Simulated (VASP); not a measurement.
# SiC (F-43m) in VASP: further runs, part 2 of 2

VASP 6.6.1. Earlier steps stand in the parts before.

**3. Born charges and dielectric tensor, PBE**

The input, INCAR:

```
PREC     = Accurate       # precision mode
ENCUT    = 900            # plane-wave cutoff, eV
EDIFF    = 1E-8           # SCF threshold, eV
ISMEAR   = 0              # smearing method
SIGMA    = 0.02           # smearing width, eV
LREAL    = False          # projectors in reciprocal space
LASPH    = True           # aspherical terms in the spheres
NELM     = 80             # most SCF steps
ALGO     = Fast           # electronic algorithm
ISIF     = 2              # what is computed and relaxed
LWAVE    = False          # write WAVECAR
LCHARG   = False          # write CHGCAR
GGA      = PE             # functional
LEPSILON = True           # dielectric tensor by DFPT
IBRION   = 8              # ionic algorithm
NSW      = 1              # ionic steps
```

The input, KPOINTS:

```
Automatic mesh
0
Gamma
  12 12 12
```

The input, POSCAR:

```
SiC                                     
1.0
    0.0000000000      2.1889633245      2.1889633245
    2.1889633245      0.0000000000      2.1889633245
    2.1889633245      2.1889633245      0.0000000000
  Si              C             
     1     1
Direct
     0.0000000000000000    0.0000000000000000    0.0000000000000000
     0.2500000000000000    0.2500000000000000    0.2500000000000000
```

Potentials or basis: VASP PAW PBE potentials, release 64 (Si, C_h).

The run is started by

```
$ cat potpaw_PBE.64/Si/POTCAR potpaw_PBE.64/C_h/POTCAR > POTCAR
$ mpirun -np 1 vasp_std > vasp.out
```

OUTCAR:

```text
PREC = Accurate
   ENCUT = 900
   EDIFF = 1E-8
   ISMEAR = 0
   LREAL = False
   LASPH = True
   NELM = 80
   ISIF = 2
   GGA = PE
   LEPSILON = True
   IBRION = 8
   NSW = 1

 ion  position               nearest neighbor table
   1  0.000  0.000  0.000-   2 1.90   2 1.90   2 1.90   2 1.90
   2  0.250  0.250  0.250-   1 1.90   1 1.90   1 1.90   1 1.90

  LATTYP: Found a face centered cubic cell.
 ALAT       =     4.3779266490

  Lattice vectors:

 A1 = (   0.0000000000,   2.1889633245,   2.1889633245)
 A2 = (   2.1889633245,   0.0000000000,   2.1889633245)
 A3 = (   2.1889633245,   2.1889633245,   0.0000000000)

Analysis of symmetry for initial positions (statically):
=====================================================================
 Subroutine PRICEL returns:
 Original cell was already a primitive cell.

 Routine SETGRP: Setting up the symmetry group for a
 face centered cubic supercell.

 Subroutine GETGRP returns: Found 24 space group operations
 (whereof 24 operations were pure point group operations)
 out of a pool of 48 trial point group operations.

The static configuration has the point symmetry T_d .

Analysis of symmetry for dynamics (positions and initial velocities):
=====================================================================
 Subroutine PRICEL returns:
 Original cell was already a primitive cell.

 Routine SETGRP: Setting up the symmetry group for a
 face centered cubic supercell.

 Subroutine GETGRP returns: Found 24 space group operations
 (whereof 24 operations were pure point group operations)
 out of a pool of 48 trial point group operations.

The dynamic configuration has the point symmetry T_d .

 Subroutine INISYM returns: Found 24 space group operations
 (whereof 24 operations are pure point group operations),
 and found     1 'primitive' translations

----------------------------------------------------------------------------------------

                                     Primitive cell

  volume of cell :      20.9771

  direct lattice vectors                    reciprocal lattice vectors
     0.000000000  2.188963324  2.188963324    -0.228418628  0.228418628  0.228418628
     2.188963324  0.000000000  2.188963324     0.228418628 -0.228418628  0.228418628
     2.188963324  2.188963324  0.000000000     0.228418628  0.228418628 -0.228418628

  length of vectors
     3.095661621  3.095661621  3.095661621     0.395632670  0.395632670  0.395632670

  position of ions in fractional coordinates (direct lattice)
     0.000000000  0.000000000  0.000000000
     0.250000000  0.250000000  0.250000000

  ion indices of the primitive-cell ions
   primitive index   ion index
                 1           1
                 2           2

[... 450 lines left out ...]
    -0.00050 -0.97359  0.00000
    -0.97359 -0.00050  0.00000
     0.00000  0.00000  0.00066

--------------------------------------- Ionic step        4  -------------------------------------------

------------------------ aborting loop because EDIFF is reached ----------------------------------------

[... ionic steps 5 to 6 ...]

--------------------------------------- Ionic step        7  -------------------------------------------

 Free energy of the ion-electron system (eV)
  ---------------------------------------------------
  ---------------------------------------------------
  free energy    TOTEN  =        -0.21394034 eV

  energy without entropy =       -0.21394034

------------------------ aborting loop because EDIFF is reached ----------------------------------------

 INTERNAL STRAIN TENSOR  FOR ION    2  DIRECTION 1   (eV/Angst):
 -----------------------------------------------------------------------------
    -0.00467  0.00000  0.00000
     0.00000  0.00177 -7.56586
     0.00000 -7.56586  0.00177

 MACROSCOPIC STATIC DIELECTRIC TENSOR (including local field effects in DFT)
 ------------------------------------------------------
           7.004141     0.000000     0.000000
           0.000000     7.004141    -0.000000
           0.000000     0.000000     7.004141
 ------------------------------------------------------

 PIEZOELECTRIC TENSOR (including local field effects)  for field in x, y, z        (e  Angst)
          XX          YY          ZZ          XY          YZ          ZX
  --------------------------------------------------------------------------------
  x     0.00000    -0.00000    -0.00000     0.00000    -1.27337     0.00000
  y     0.00000    -0.00000     0.00000     0.00000     0.00000    -1.27337
  z    -0.00000    -0.00000    -0.00000    -1.27337     0.00000     0.00000

 PIEZOELECTRIC TENSOR (including local field effects)  for field in x, y, z        (C/m^2)
          XX          YY          ZZ          XY          YZ          ZX
  --------------------------------------------------------------------------------
  x     0.00000    -0.00000    -0.00000     0.00000    -0.97257     0.00000
  y     0.00000    -0.00000     0.00000     0.00000     0.00000    -0.97257
  z    -0.00000    -0.00000    -0.00000    -0.97257     0.00000     0.00000

 BORN EFFECTIVE CHARGES (including local field effects) (in |e|, cummulative output)
 ---------------------------------------------------------------------------------
 ion    1
    1     2.68583    -0.00000     0.00000
    2    -0.00000     2.68583    -0.00000
    3     0.00000    -0.00000     2.68583
 ion    2
    1    -2.68583     0.00000    -0.00000
    2     0.00000    -2.68583     0.00000
    3    -0.00000     0.00000    -2.68583

 INTERNAL STRAIN TENSOR FOR ION    2 for displacements in x,y,z  (eV/Angst):
          X           Y           Z          XY          YZ          ZX
  --------------------------------------------------------------------------------
  x     0.00000     0.00000     0.00000     0.00000    -7.56586     0.00000
  y     0.00000     0.00000     0.00000     0.00000     0.00000    -7.56586
  z     0.00000     0.00000     0.00000    -7.56586     0.00000     0.00000

 SECOND DERIVATIVES (NOT SYMMETRIZED)
 ------------------------------------
               1X          1Y          1Z          2X          2Y          2Z
  1X   -18.625006    0.000000    0.000000   18.625006    0.000000    0.000000
  1Y     0.000000  -18.625006    0.000000    0.000000   18.625006    0.000000
  1Z     0.000000    0.000000  -18.625006    0.000000    0.000000   18.625006
  2X    18.622102    0.000000    0.000000  -18.622102    0.000000    0.000000
  2Y     0.000000   18.622102    0.000000    0.000000  -18.622102    0.000000
  2Z     0.000000    0.000000   18.622102    0.000000    0.000000  -18.622102

 Eigenvectors and eigenvalues of the dynamical matrix
 ----------------------------------------------------

   1 f  =   23.259424 THz   146.143268 2PiTHz  775.850856 cm-1    96.193203 meV
             X         Y         Z           dx          dy          dz
      0.000000  0.000000  0.000000     0.000000    0.000000   -0.547347
      1.094482  1.094482  1.094482     0.000000    0.000000    0.836906
[... 21 lines left out ...]
   6 f/i=    0.000831 THz     0.005220 2PiTHz    0.027711 cm-1     0.003436 meV
             X         Y         Z           dx          dy          dz
      0.000000  0.000000  0.000000     0.019537   -0.826390   -0.130805
      1.094482  1.094482  1.094482     0.012777   -0.540469   -0.085548

--------------------------------------------------------------------------------------------------------

 MACROSCOPIC STATIC DIELECTRIC TENSOR IONIC CONTRIBUTION
 ------------------------------------------------------
           3.341307    -0.000000     0.000000
          -0.000000     3.341307    -0.000000
           0.000000    -0.000000     3.341307
 ------------------------------------------------------

 ELASTIC MODULI CONTR FROM IONIC RELAXATION (kBar)
 Direction    XX          YY          ZZ          XY          YZ          ZX
 --------------------------------------------------------------------------------
 XX          -0.0000      0.0000     -0.0000     -0.0000      0.0000      0.0000
 YY           0.0000     -0.0000      0.0000     -0.0000     -0.0000     -0.0000
 ZZ          -0.0000      0.0000     -0.0000      0.0000     -0.0000      0.0000
 XY          -0.0000     -0.0000      0.0000   -213.7945      0.0000      0.0000
 YZ           0.0000     -0.0000     -0.0000      0.0000   -213.7945      0.0000
 ZX           0.0000     -0.0000      0.0000      0.0000      0.0000   -213.7945
 --------------------------------------------------------------------------------

 PIEZOELECTRIC TENSOR IONIC CONTR  for field in x, y, z        (C/m^2)
          XX          YY          ZZ          XY          YZ          ZX
  --------------------------------------------------------------------------------
  x    -0.00000     0.00000     0.00000     0.00000     0.79530    -0.00000
  y    -0.00000     0.00000    -0.00000    -0.00000    -0.00000     0.79530
  z     0.00000     0.00000    -0.00000     0.79530     0.00000    -0.00000
```

It took 8.7 min on 1 thread of Intel Xeon Platinum 8488C (Sapphire Rapids), shared host; peak memory 0.4 GiB.

Results:

| Quantity | Value |
| --- | --- |
| Band gap on the k mesh | 1.37 eV, indirect (least direct gap 4.53 eV) |
| Electronic dielectric tensor (diagonal) | 7.00 |
| Born charges (mean of the diagonal) | Si +2.69; C -2.69 e |
| Highest phonon frequency at Γ, LO-TO splitting left out | 776 cm⁻¹ |

Phonon frequencies in cm⁻¹ (negative: imaginary):
```tsv
q point	frequencies
(0.000, 0.000, 0.000)	0 0 0 776 776 776
```

Electronic dielectric tensor:
```
7.00 0.00 0.00
0.00 7.00 0.00
0.00 0.00 7.00
```

Born effective charge tensors (e):
atom 1, Si
```
2.69 0.00 0.00
0.00 2.69 0.00
0.00 0.00 2.69
```
atom 2, C
```
-2.69  0.00  0.00
 0.00 -2.69  0.00
 0.00  0.00 -2.69
```

**4. Against experiment**

Step 2. Against the measured gap of SiC, 2.4 eV (indirect; quoted in “Insight into the structural, elastic and electronic properties of a new orthorhombic 6O-SiC polytype”, 2020, pmc:7200658), the calculated 1.37 eV is off by -1.03 eV. The value is that of PBE, without temperature or zero-point motion. Semilocal functionals fall short of measured gaps as a rule.

Step 3. A measured gap of SiC is 2.4 eV (indirect; quoted in “Insight into the structural, elastic and electronic properties of a new orthorhombic 6O-SiC polytype”, 2020, pmc:7200658); the calculated 1.37 eV misses it by -1.03 eV. The value is that of PBE on a finite k mesh, which can miss the band edges, without temperature or zero-point motion. Semilocal functionals fall short of measured gaps as a rule. Against the measured high-frequency dielectric constant of SiC, 6.49 (quoted in “Infrared properties of SiC particles”, 1999, arxiv:astro-ph/9903031), the calculated 7.00 is off by +7.9 %.
